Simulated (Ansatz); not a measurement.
The cell is the one relaxed in the Materials Project (mp-100), not relaxed further here; entries there can be hypothetical. The listed cell was then made from it by scaling, straining or moving an atom.

An input for Hf: DFT, LDA, all-electron PAW with datasets made for the crystal, scalar-relativistic (Ansatz 0.2.0).

Command: `ansatz run input.yaml --threads 1 --pin off --max-ram 2048MiB --backend cpu --events-out ev --progress --plain --runs-dir out` The run took about 6.5 s on 1 thread of a shared machine.

```yaml
crystal:
  lattice:
    - [-1.7375288132, 1.7375288132, 1.7375288132]
    - [1.7375288132, -1.7375288132, 1.7375288132]
    - [1.7375288132, 1.7375288132, -1.7375288132]
  atoms:
    - { symbol: Hf, position: [0.0, 0.0, 0.0] }
kpoints:
  mp_grid: { grid: [14, 14, 14] }
scf:
  occupations: { method: fermi_dirac, width: 0.05 }
hamiltonian:
  xc: lda
  pseudopotentials: { kind: all_electron, datasets: crystal }
output:
  forces: true
  stress: true
  eigenvalues: true
  efg: { contact_densities: true }
```

Set-up and iterations as logged by Ansatz (the results part is left out, to be predicted):

```
hamiltonian.pseudopotentials.datasets: crystal makes datasets for this crystal and solves the spheres of its atoms anew in each pass: cutoff 400.0 eV, the density's 1600.0 eV; for an error of 0.50 meV an atom under PBE, 0.5 meV for the cell; an energy difference from a run of another recipe may be off by several times the error for the cell, under r2SCAN by more, where some 0.1 meV an atom stays at smaller errors; Hf in spheres of 1.376 Å, 26 of its electrons in bands
band count auto-derived: 18 (N_el = 26.0; filled up to band 13; 17 by the electrons, moments and atoms)
Engine: ansatz 0.2.0
Pseudopotentials: kind: all_electron
Pseudopotential: Hf, paw, valence charge 26, recommended cutoff 400 eV (normal), Koelling and Harmon's equation, gaussian nucleus
Functional definition: SPW92
  exchange = slater_x
  correlation = pw_c
Crystal: 1 atoms, lattice volume = 20.982 Å³
Basis set: ecut = 400 eV, 381 PW (Γ)
Bands: 18, of which v1, the nominal top of the filled ones, is band 13 counted from 1 (12 counted from 0)
Symmetry: 48 space group operations
Space group: Im-3m (ITA 229), of the structure as read, at distance tolerance 2.8e-5 Å
k-points: 104 of 2744
Non-local potential: Hf, projectors of the file, l = 0: 2, l = 1: 2, l = 2: 1, l = 3: 2
PAW form: soft (Blöchl's): semilocal exchange-correlation on the pseudo side does not see the compensation charge
PAW one-centre angular grid: Hf, 590 points (default); XC on its mesh's 1825 points in the sphere
Initial density: superposition of atomic densities (neutral atoms: chi_scale 0, normalization atom)
Initial wavefunctions: pseudopotential atomic-orbital guess
Functional: x = slater, c = lda
iter 1 solved again at ethr=8.70e-4 eV; its pass at ethr=1.00e-1 eV (dr2=2.26e-1 eV) is discarded
SCF iter   1: F=—  HF=-410005.856404 eV  |F-HF|=—  |Δ(HF+E_count)|=         —  Δρ=2.76e-2  dr2=2.10e-1  ethr=8.70e-4  ⟨swp⟩=2.6  Hψ=9275  notcnv=0
SCF iter   2: F=—  HF=-410005.807761 eV  |F-HF|=—  |Δ(HF+E_count)|=   4.86e-2  Δρ=1.86e-2  dr2=9.72e-2  ethr=8.07e-4  ⟨swp⟩=2.0  Hψ=3744  notcnv=0  defer=1
iter 3 solved again at ethr=2.61e-5 eV; its pass at ethr=3.74e-4 eV (dr2=6.80e-3 eV) is discarded
SCF iter   3: F=—  HF=-410005.773058 eV  |F-HF|=—  |Δ(HF+E_count)|=   3.47e-2  Δρ=5.65e-3  dr2=6.79e-3  ethr=2.61e-5  ⟨swp⟩=2.0  Hψ=8397  notcnv=0
SCF iter   4: F=—  HF=-410005.773011 eV  |F-HF|=—  |Δ(HF+E_count)|=   4.76e-5  Δρ=2.72e-3  dr2=1.22e-3  ethr=2.61e-5  ⟨swp⟩=2.9  Hψ=3534  notcnv=0
SCF iter   5: F=—  HF=-410005.775385 eV  |F-HF|=—  |Δ(HF+E_count)|=   2.37e-3  Δρ=1.10e-3  dr2=2.00e-4  ethr=4.69e-6  ⟨swp⟩=3.0  Hψ=3888  notcnv=0
SCF iter   6: F=—  HF=-410005.775397 eV  |F-HF|=—  |Δ(HF+E_count)|=   1.20e-5  Δρ=4.57e-4  dr2=4.35e-5  ethr=7.68e-7  ⟨swp⟩=2.5  Hψ=4275  notcnv=0
SCF iter   7: F=—  HF=-410005.775370 eV  |F-HF|=—  |Δ(HF+E_count)|=   2.74e-5  Δρ=1.39e-4  dr2=5.17e-6  ethr=1.67e-7  ⟨swp⟩=3.0  Hψ=3907  notcnv=0
SCF iter   8: F=—  HF=-410005.775366 eV  |F-HF|=—  |Δ(HF+E_count)|=   3.67e-6  Δρ=4.51e-5  dr2=5.61e-7  ethr=1.99e-8  ⟨swp⟩=3.0  Hψ=4030  notcnv=0
SCF iter   9: F=—  HF=-410005.775366 eV  |F-HF|=—  |Δ(HF+E_count)|=   3.99e-7  Δρ=4.85e-6  dr2=6.12e-9  ethr=2.16e-9  ⟨swp⟩=3.0  Hψ=4435  notcnv=0
SCF iter  10: F=-410005.775366 eV  HF=-410005.775366 eV  |F-HF|=5.82e-11  |Δ(HF+E_count)|=   3.78e-9  Δρ=4.60e-7  dr2=3.37e-11  ethr=2.36e-11  ⟨swp⟩=3.0  Hψ=4470  notcnv=0
```

(1) What pressure will this run report?

Answers

(1) -3.03 GPa (positive in compression).
